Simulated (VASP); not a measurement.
## Na: single point with PBE

Crystal: Na.

```xyz
1
Lattice="-1.8883 1.8883 2.6373 1.8883 -1.8883 2.6373 1.8883 1.8883 -2.6373" Properties=species:S:1:pos:R:3 pbc="T T T"
Na    0.0000    0.0000    0.0000
```

This isn't the form of Na at room conditions, which is bcc.

- Program: VASP 6.6.1
- Task: single point
- Functional: PBE
- Potentials or basis: VASP PAW PBE potentials, release 64 (Na_pv)
- Cutoff: 520 eV
- k mesh: 10 × 10 × 10
- Occupations: gaussian, width 0.02 eV
- Spin: no spin polarisation
- Further INCAR settings: ALGO = Fast; EDIFF = 1e-06

- Pressure: -0.1 GPa
- Band gap on the k mesh: none (metal or under the smearing width)

Stress tensor (GPa, compression positive):
```
 0.05  0.00  0.00
 0.00  0.05  0.00
 0.00  0.00 -0.41
```

Levels at points of the mesh, in eV from the Fermi level:
```csv
k point,band 1,band 2,band 3,band 4,band 5,band 6
"(0.00, 0.00, 0.00)",-24.81,-24.81,-24.81,-3.15,11.09,11.09
"(0.50, 0.00, 0.00)",-24.84,-24.81,-24.81,0.65,1.05,10.07
"(0.50, 0.50, 0.00)",-24.84,-24.82,-24.82,1.81,2.35,6.36
"(0.50, 0.50, 0.50)",-24.84,-24.82,-24.82,1.94,2.48,6.26
```

Run time: 14 s on 1 thread of Intel(R) Xeon(R) Platinum 8375C CPU @ 2.90GHz (Ice Lake), with other jobs on the host, peak memory 0.16 GiB.
